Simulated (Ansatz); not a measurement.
# AlN (P6_3mc): the host for defect calculations, part 3 of 3

Before any defect goes in: AlN (P6_3mc) at rest, and how it screens a charge.

Ansatz 0.2.0; plane-wave PAW DFT, PBEsol; relaxation of the host's cell and atoms; PAW set soft_1 (the session's first sound run).

So far. Step 3 (Dielectric tensors of the host): The principal values of the electronic dielectric tensor are 4.50, 4.50 and 4.73. The principal values of the static dielectric tensor are 8.20, 8.20 and 9.74.

## 7. Defect free supercell at the zone centre

Level of this step: plane-wave PAW DFT, PBEsol; single point of the defect-free host, a test of the k-point sampling; PAW set soft_1 (Ansatz).

The supercell is run at the zone centre, to see how far that sampling misses the dense mesh.

System of this step: AlN (P6_3mc). The cell holds 128 atoms: 64 Al and 64 N. Its edges and angles: a = 14.686 Å, b = 14.686 Å, c = 11.753 Å, α = 125.1°, β = 125.1°, γ = 94.5°.

pristine.sampling_gamma/input.yaml reads:

```yaml
crystal:
  lattice:
    - [-9.3408221251, 5.3929260535, 9.9673535922]
    - [9.3408221251, -5.3929260535, 9.9673535922]
    - [3.1136073087, 5.3929261684, -9.9673535922]
  atoms:
    - { symbol: Al, position: [0.2080918742, 0.0414252076, 0.0] }
    - { symbol: Al, position: [0.2080918742, 0.2914252076, 0.25] }
    - { symbol: Al, position: [0.4580918742, 0.0414252076, 0.25] }
    - { symbol: Al, position: [0.4580918742, 0.2914252076, 0.0] }
    - { symbol: Al, position: [0.1664252076, 0.0830918742, 0.25] }
    - { symbol: Al, position: [0.1664252076, 0.3330918742, 0.0] }
    - { symbol: Al, position: [0.4164252076, 0.0830918742, 0.0] }
    - { symbol: Al, position: [0.4164252076, 0.3330918742, 0.25] }
    - { symbol: "N", position: [0.0535747924, 0.1369081258, 0.25] }
    - { symbol: "N", position: [0.0535747924, 0.3869081258, 0.0] }
    - { symbol: "N", position: [0.3035747924, 0.1369081258, 0.0] }
    - { symbol: "N", position: [0.3035747924, 0.3869081258, 0.25] }
    - { symbol: "N", position: [0.0119081258, 0.1785747924, 0.0] }
    - { symbol: "N", position: [0.0119081258, 0.4285747924, 0.25] }
    - { symbol: "N", position: [0.2619081258, 0.1785747924, 0.25] }
    - { symbol: "N", position: [0.2619081258, 0.4285747924, 0.0] }
    - { symbol: Al, position: [0.2080918742, 0.0414252076, 0.5] }
    - { symbol: Al, position: [0.2080918742, 0.2914252076, 0.75] }
    - { symbol: Al, position: [0.4580918742, 0.0414252076, 0.75] }
    - { symbol: Al, position: [0.4580918742, 0.2914252076, 0.5] }
    - { symbol: Al, position: [0.1664252076, 0.0830918742, 0.75] }
    - { symbol: Al, position: [0.1664252076, 0.3330918742, 0.5] }
    - { symbol: Al, position: [0.4164252076, 0.0830918742, 0.5] }
    - { symbol: Al, position: [0.4164252076, 0.3330918742, 0.75] }
    - { symbol: "N", position: [0.0535747924, 0.1369081258, 0.75] }
    - { symbol: "N", position: [0.0535747924, 0.3869081258, 0.5] }
    - { symbol: "N", position: [0.3035747924, 0.1369081258, 0.5] }
    - { symbol: "N", position: [0.3035747924, 0.3869081258, 0.75] }
    - { symbol: "N", position: [0.0119081258, 0.1785747924, 0.5] }
    - { symbol: "N", position: [0.0119081258, 0.4285747924, 0.75] }
    - { symbol: "N", position: [0.2619081258, 0.1785747924, 0.75] }
    - { symbol: "N", position: [0.2619081258, 0.4285747924, 0.5] }
    - { symbol: Al, position: [0.2080918742, 0.5414252076, 0.0] }
    - { symbol: Al, position: [0.2080918742, 0.7914252076, 0.25] }
    - { symbol: Al, position: [0.4580918742, 0.5414252076, 0.25] }
    - { symbol: Al, position: [0.4580918742, 0.7914252076, 0.0] }
    - { symbol: Al, position: [0.1664252076, 0.5830918742, 0.25] }
    - { symbol: Al, position: [0.1664252076, 0.8330918742, 0.0] }
    - { symbol: Al, position: [0.4164252076, 0.5830918742, 0.0] }
    - { symbol: Al, position: [0.4164252076, 0.8330918742, 0.25] }
    - { symbol: "N", position: [0.0535747924, 0.6369081258, 0.25] }
    - { symbol: "N", position: [0.0535747924, 0.8869081258, 0.0] }
    - { symbol: "N", position: [0.3035747924, 0.6369081258, 0.0] }
    - { symbol: "N", position: [0.3035747924, 0.8869081258, 0.25] }
    - { symbol: "N", position: [0.0119081258, 0.6785747924, 0.0] }
    - { symbol: "N", position: [0.0119081258, 0.9285747924, 0.25] }
    - { symbol: "N", position: [0.2619081258, 0.6785747924, 0.25] }
    - { symbol: "N", position: [0.2619081258, 0.9285747924, 0.0] }
    - { symbol: Al, position: [0.2080918742, 0.5414252076, 0.5] }
    - { symbol: Al, position: [0.2080918742, 0.7914252076, 0.75] }
    - { symbol: Al, position: [0.4580918742, 0.5414252076, 0.75] }
    - { symbol: Al, position: [0.4580918742, 0.7914252076, 0.5] }
    - { symbol: Al, position: [0.1664252076, 0.5830918742, 0.75] }
    - { symbol: Al, position: [0.1664252076, 0.8330918742, 0.5] }
    - { symbol: Al, position: [0.4164252076, 0.5830918742, 0.5] }
    - { symbol: Al, position: [0.4164252076, 0.8330918742, 0.75] }
    - { symbol: "N", position: [0.0535747924, 0.6369081258, 0.75] }
    - { symbol: "N", position: [0.0535747924, 0.8869081258, 0.5] }
    - { symbol: "N", position: [0.3035747924, 0.6369081258, 0.5] }
    - { symbol: "N", position: [0.3035747924, 0.8869081258, 0.75] }
    - { symbol: "N", position: [0.0119081258, 0.6785747924, 0.5] }
    - { symbol: "N", position: [0.0119081258, 0.9285747924, 0.75] }
    - { symbol: "N", position: [0.2619081258, 0.6785747924, 0.75] }
    - { symbol: "N", position: [0.2619081258, 0.9285747924, 0.5] }
    - { symbol: Al, position: [0.7080918742, 0.0414252076, 0.0] }
    - { symbol: Al, position: [0.7080918742, 0.2914252076, 0.25] }
    - { symbol: Al, position: [0.9580918742, 0.0414252076, 0.25] }
    - { symbol: Al, position: [0.9580918742, 0.2914252076, 0.0] }
    - { symbol: Al, position: [0.6664252076, 0.0830918742, 0.25] }
    - { symbol: Al, position: [0.6664252076, 0.3330918742, 0.0] }
    - { symbol: Al, position: [0.9164252076, 0.0830918742, 0.0] }
    - { symbol: Al, position: [0.9164252076, 0.3330918742, 0.25] }
    - { symbol: "N", position: [0.5535747924, 0.1369081258, 0.25] }
    - { symbol: "N", position: [0.5535747924, 0.3869081258, 0.0] }
    - { symbol: "N", position: [0.8035747924, 0.1369081258, 0.0] }
    - { symbol: "N", position: [0.8035747924, 0.3869081258, 0.25] }
    - { symbol: "N", position: [0.5119081258, 0.1785747924, 0.0] }
    - { symbol: "N", position: [0.5119081258, 0.4285747924, 0.25] }
    - { symbol: "N", position: [0.7619081258, 0.1785747924, 0.25] }
    - { symbol: "N", position: [0.7619081258, 0.4285747924, 0.0] }
    - { symbol: Al, position: [0.7080918742, 0.0414252076, 0.5] }
    - { symbol: Al, position: [0.7080918742, 0.2914252076, 0.75] }
    - { symbol: Al, position: [0.9580918742, 0.0414252076, 0.75] }
    - { symbol: Al, position: [0.9580918742, 0.2914252076, 0.5] }
    - { symbol: Al, position: [0.6664252076, 0.0830918742, 0.75] }
    - { symbol: Al, position: [0.6664252076, 0.3330918742, 0.5] }
    - { symbol: Al, position: [0.9164252076, 0.0830918742, 0.5] }
    - { symbol: Al, position: [0.9164252076, 0.3330918742, 0.75] }
    - { symbol: "N", position: [0.5535747924, 0.1369081258, 0.75] }
    - { symbol: "N", position: [0.5535747924, 0.3869081258, 0.5] }
    - { symbol: "N", position: [0.8035747924, 0.1369081258, 0.5] }
    - { symbol: "N", position: [0.8035747924, 0.3869081258, 0.75] }
    - { symbol: "N", position: [0.5119081258, 0.1785747924, 0.5] }
    - { symbol: "N", position: [0.5119081258, 0.4285747924, 0.75] }
    - { symbol: "N", position: [0.7619081258, 0.1785747924, 0.75] }
    - { symbol: "N", position: [0.7619081258, 0.4285747924, 0.5] }
    - { symbol: Al, position: [0.7080918742, 0.5414252076, 0.0] }
    - { symbol: Al, position: [0.7080918742, 0.7914252076, 0.25] }
    - { symbol: Al, position: [0.9580918742, 0.5414252076, 0.25] }
    - { symbol: Al, position: [0.9580918742, 0.7914252076, 0.0] }
    - { symbol: Al, position: [0.6664252076, 0.5830918742, 0.25] }
    - { symbol: Al, position: [0.6664252076, 0.8330918742, 0.0] }
    - { symbol: Al, position: [0.9164252076, 0.5830918742, 0.0] }
    - { symbol: Al, position: [0.9164252076, 0.8330918742, 0.25] }
    - { symbol: "N", position: [0.5535747924, 0.6369081258, 0.25] }
    - { symbol: "N", position: [0.5535747924, 0.8869081258, 0.0] }
    - { symbol: "N", position: [0.8035747924, 0.6369081258, 0.0] }
    - { symbol: "N", position: [0.8035747924, 0.8869081258, 0.25] }
    - { symbol: "N", position: [0.5119081258, 0.6785747924, 0.0] }
    - { symbol: "N", position: [0.5119081258, 0.9285747924, 0.25] }
    - { symbol: "N", position: [0.7619081258, 0.6785747924, 0.25] }
    - { symbol: "N", position: [0.7619081258, 0.9285747924, 0.0] }
    - { symbol: Al, position: [0.7080918742, 0.5414252076, 0.5] }
    - { symbol: Al, position: [0.7080918742, 0.7914252076, 0.75] }
    - { symbol: Al, position: [0.9580918742, 0.5414252076, 0.75] }
    - { symbol: Al, position: [0.9580918742, 0.7914252076, 0.5] }
    - { symbol: Al, position: [0.6664252076, 0.5830918742, 0.75] }
    - { symbol: Al, position: [0.6664252076, 0.8330918742, 0.5] }
    - { symbol: Al, position: [0.9164252076, 0.5830918742, 0.5] }
    - { symbol: Al, position: [0.9164252076, 0.8330918742, 0.75] }
    - { symbol: "N", position: [0.5535747924, 0.6369081258, 0.75] }
    - { symbol: "N", position: [0.5535747924, 0.8869081258, 0.5] }
    - { symbol: "N", position: [0.8035747924, 0.6369081258, 0.5] }
    - { symbol: "N", position: [0.8035747924, 0.8869081258, 0.75] }
    - { symbol: "N", position: [0.5119081258, 0.6785747924, 0.5] }
    - { symbol: "N", position: [0.5119081258, 0.9285747924, 0.75] }
    - { symbol: "N", position: [0.7619081258, 0.6785747924, 0.75] }
    - { symbol: "N", position: [0.7619081258, 0.9285747924, 0.5] }
basis:
  ecutwfc: 420
  xc_grid: 2
hamiltonian:
  xc: pbesol
  pseudopotentials: { kind: paw, azcp: { folder: soft_1 }, xc_functional: pbe }
kpoints:
  mp_grid: { grid: [1, 1, 1] }
scf:
  occupations: { method: fermi_dirac, width: 0.01 }
  max_iter: 100
  lower_state_search: "off"
checkpoint:
  write: "../pristine.sampling_gamma.run"
  compress: false
  write_wavefunctions: false
  write_every: 100000
```

Launch:

```
$ ansatz run input.yaml --threads 32 --pin off --max-ram 84787MiB --backend cuda --events-out ev --progress --plain --runs-dir out --max-vram 78GiB
```

Numbers of over 12 decimals in the logs are rounded to 6 here.

The log of the run:

```text
[...]
GPU FFT provider: cuFFT
GPU libraries: cuBLAS 13.8.1, cuFFT 12.4.0, cuSOLVER 12.3.2
[...]
Crystal: 128 atoms, lattice volume = 1338.931 Å³
Basis set: ecut = 420 eV, 26161 PW (Γ), exchange–correlation on 200×200×160 points (8 copies of the dense FFT grid, shifted against one another)
Bands: 384, of which v1, the nominal top of the filled ones, is band 256 counted from 1 (255 counted from 0)
Symmetry: 128 space group operations
[...]
k-points: 1
[...]
GPU buffer pool allocated for 800000 grid points (all kernels)
[...]
SCF iter   1: F=—  HF=-58067.939396 eV  |Δ(HF+E_count)|=         —  Δρ=1.31e-1  dr2=2.81e2  Hψ=1704
[...]
SCF iter   5: F=—  HF=-57980.540955 eV  |Δ(HF+E_count)|=   1.43e-2  Δρ=2.73e-4  dr2=9.45e-4  Hψ=462
automatic band count: iteration 5 solves 297 bands in place of 384: the levels show a gap, and the empty bands left out lie too high to hold charge; the band table lists the bands solved (type scf.n_extra_bands for more)
SCF iter   6: F=—  HF=-57980.541578 eV  |Δ(HF+E_count)|=   6.22e-4  Δρ=3.49e-5  dr2=1.52e-5  Hψ=486
[...]
SCF iter   8: F=-57980.541176 eV  HF=-57980.541176 eV  |Δ(HF+E_count)|=   1.98e-8  Δρ=4.14e-7  dr2=1.81e-9  Hψ=557
SCF 1 converged in 8 iterations: F = -57980.541176 eV  dr2 = 1.81e-9
[...]
SCF converged after 8 iterations
Free energy (F): -57980.541176 eV
[...]
Internal energy: -57980.541176 eV  (E = F + TS)
E sigma→0 (E₀):  -57980.541176 eV
Fermi energy:    9.092447 eV
[...]
```

Wall time 1.4 s (1 × NVIDIA GB200 with 32 threads of Arm Neoverse V2, shared host); peak memory 1 GiB; 3.5 s of CPU time.

## 8. Results

| Quantity | Value |
| --- | --- |
| primitive cell vectors, lengths | 3.114, 3.114, 4.984 Å |
| electronic dielectric constant | principal values (4.50, 4.50, 4.73) |
| static dielectric constant | principal values (8.20, 8.20, 9.74) |
| gap on the k-mesh of the response run (PBEsol) | 4.10 eV |
| supercell relaxed in its symmetry less the displaced and relaxed one | 0.000 eV |
| energy an atom at the zone centre alone less that on the dense mesh | 0.008 eV |

Step 5: The energy fell by 4.748 eV from the randomly displaced start; the atoms end within 0.005 Å of the sites as typed, once the mean shift is taken out. The displaced cell ends within 0.01 eV of the symmetric one relaxed in its symmetry, so no lower structure shows in this supercell. The k-mesh can miss the band edges, so this gap is an upper bound at this level. All at zero temperature.

[Logs are printed without paths, hosts, clocks, repeated set-up lines and the standing remarks that a program may print on its own settings, such as how far it seeks lower states.]

[Hosts, paths, dates, database ids (printed as entryN), source tags and the programs' standing remarks are cut or masked in the printed files.]

[Runs of the host that timed out are not shown.]

[For some hosts the program warned that the k-mesh of the response run may be too coarse for force constants and the static dielectric constant; such warnings are not always shown.]
